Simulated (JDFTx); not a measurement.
**MgO: equation of state with r2SCAN**

MgO:

```
Mg O
1.0
     0.00000    2.09700    2.09700
     2.09700    0.00000    2.09700
     2.09700    2.09700    0.00000
Mg O
1 1
Cartesian
  0.0000 0.0000 0.0000
  2.0970 2.0970 2.0970
```

The cell is a database's computed one.

* Program: JDFTx 1.7.0 (patched build)
* Task: equation of state
* Functional: r2SCAN
* Potentials or basis: SG15-PBE-1.2 with smoothed tails
* Cutoff: 1361 eV
* Density cutoff: 10885 eV
* k mesh: 11 × 11 × 11
* Occupations: fermi-dirac, width 0.05 eV
* Spin: no spin polarisation
* Local potential set to -Z/r beyond: 6 bohr
* Bands: 14
* Density cutoff over wavefunction cutoff: 8
* Max SCF steps: 100
* SCF threshold on the energy: 1e-09 Ha
* Solver of the electrons: scf

```yaml
Equilibrium_volume: 9.36 Å³/atom
Bulk_modulus: 165 GPa
Pressure_derivative_of_the_bulk_modulus: 4.2
```

Energy against volume, from the lowest point:
```tsv
volume (Å³/atom)	energy (meV/atom)
8.668	30.29
8.853	15.74
9.037	6.16
9.221	1.06
9.406	0.00
9.590	2.60
9.775	8.49
```

Caveat: the potentials were made for another functional, which shifts forces and pressure.
